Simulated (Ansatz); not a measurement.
## TaSi2: generalised stacking fault

All numbers below come from DFT PBEsol, scalar-relativistic, plane waves, PAW (Ansatz). Settings: plane waves to 420 eV, k-mesh 9×9×3 (Γ-centred), Gaussian smearing 0.15 eV. Spin–orbit coupling is left out, which can shift energies with elements as heavy as these. No spin polarisation. Energies are free energies at this smearing, counted from the undisturbed cell; pressure is positive in compression.

The starting cell (relaxed at this level; it needn't be the usual structure):

```yaml
crystal:
  lattice:
    - [-4.76086, 0.00000, 0.00000]
    - [-2.38043, -4.12303, 0.00000]
    - [0.00000, 0.00000, 13.11157]
  atoms:
    - { symbol: Ta, position: [0.50000, 0.00000, 0.08335] }
    - { symbol: Ta, position: [0.50000, 0.00000, 0.58335] }
    - { symbol: Ta, position: [0.00000, 0.50000, 0.25002] }
    - { symbol: Ta, position: [0.00000, 0.50000, 0.75002] }
    - { symbol: Ta, position: [0.50000, 0.50000, 0.91668] }
    - { symbol: Ta, position: [0.50000, 0.50000, 0.41668] }
    - { symbol: Si, position: [0.15927, 0.68146, 0.08335] }
    - { symbol: Si, position: [0.15927, 0.68146, 0.58335] }
    - { symbol: Si, position: [0.31854, 0.84073, 0.25002] }
    - { symbol: Si, position: [0.31854, 0.84073, 0.75002] }
    - { symbol: Si, position: [0.15927, 0.15927, 0.91668] }
    - { symbol: Si, position: [0.15927, 0.15927, 0.41668] }
    - { symbol: Si, position: [0.84073, 0.31854, 0.08335] }
    - { symbol: Si, position: [0.84073, 0.31854, 0.58335] }
    - { symbol: Si, position: [0.68146, 0.15927, 0.25002] }
    - { symbol: Si, position: [0.68146, 0.15927, 0.75002] }
    - { symbol: Si, position: [0.84073, 0.84073, 0.91668] }
    - { symbol: Si, position: [0.84073, 0.84073, 0.41668] }
```

The cut lies on the cell's a–b face, a (0 0 1) plane (indices in the standard cell, whose axes needn't be the Cartesian ones shown) of area 19.63 Å², between layers 2.19 Å apart. Vector c is tilted by f times 0·a + 1·b (length 4.761 Å) with the atoms' Cartesian places fixed: one unrelaxed fault a cell. The cell is metallic on the mesh throughout.

f, γ (mJ/m²) and a bar:
```
   0.0000          0
   0.1000        424 ###
   0.2000       1637 ##########
   0.3000       2915 ###################
   0.4000       4116 ##########################
   0.5000       4718 ##############################
```

By symmetry 0.6000 repeats 0.4000, 0.8000 repeats 0.2000 in energy, with the opposite slope along the path.

Cost: 6 runs of about 15 core-minutes in all, on Arm Neoverse V1 (shared hosts).